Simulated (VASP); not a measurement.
Wanted: the native input for a VASP 6.6.1 run.

* Task: relaxation of cell and atoms
* Functional: PBE
* Dispersion: D3(BJ)
* Potentials or basis: VASP PAW PBE potentials, release 64 (Sn_d)
* Cutoff: 600 eV
* k mesh: 12 × 12 × 12
* Occupations: gaussian, width 0.03 eV
* Spin: no spin polarisation
* Further INCAR settings: ALGO = Normal; EDIFF = 1e-06; IBRION = 2; EDIFFG = -0.01; NSW = 90; ISIF = 3

The structure of Sn lies in POSCAR:

```
Sn
1.0
   -2.9196440750      2.9196440750      1.5938000000
    2.9196440750     -2.9196440750      1.5938000000
    2.9196440750      2.9196440750     -1.5938000000
Sn
2
Direct
    0.0000000000      0.0000000000      0.0000000000
    0.7500000000      0.2500000000      0.5000000000
```

These files were run (other wordings do the same):

INCAR

```
PREC = Accurate ; ENCUT = 600
EDIFF = 1E-6 ; ISMEAR = 0
SIGMA = 0.03 ; LREAL = F
LASPH = T ; NELM = 80
ALGO = Normal ; ISIF = 3
LWAVE = F ; LCHARG = F
GGA = PE ; IVDW = 12
IBRION = 2 ; NSW = 90
EDIFFG = -0.01
```

KPOINTS

```
regular mesh
0
Gamma
  12 12 12
```

Potentials or basis: VASP PAW PBE potentials, release 64 (Sn_d).

Launch:

```sh
$ cat potpaw_PBE.64/Sn_d/POTCAR > POTCAR
$ mpirun -np 1 vasp_std > vasp.out
```

It gave:

* Relaxed volume: 27.19 Å³/atom
* Relaxed cell: a = 4.431 Å, b = 4.431 Å, c = 4.431 Å, α = 97.38°, β = 97.38°, γ = 137.99°
* Space group after relaxing (to 0.05 Å): I4_1/amd (No. 141)
* Energy gained by relaxing: 0.2 meV/atom
* Ionic steps: 3
* Pressure after relaxing: 0.0 GPa
* Band gap on the k mesh: none (metal or under the smearing width)
* Dispersion energy per atom: -0.389 eV

Caveat: pairwise dispersion overbinds metals, which lowers pressure and volume.

Wall time 100 s on 1 thread of Intel(R) Xeon(R) 6975P-C (Granite Rapids), with other jobs on the host, peak memory 0.33 GiB.
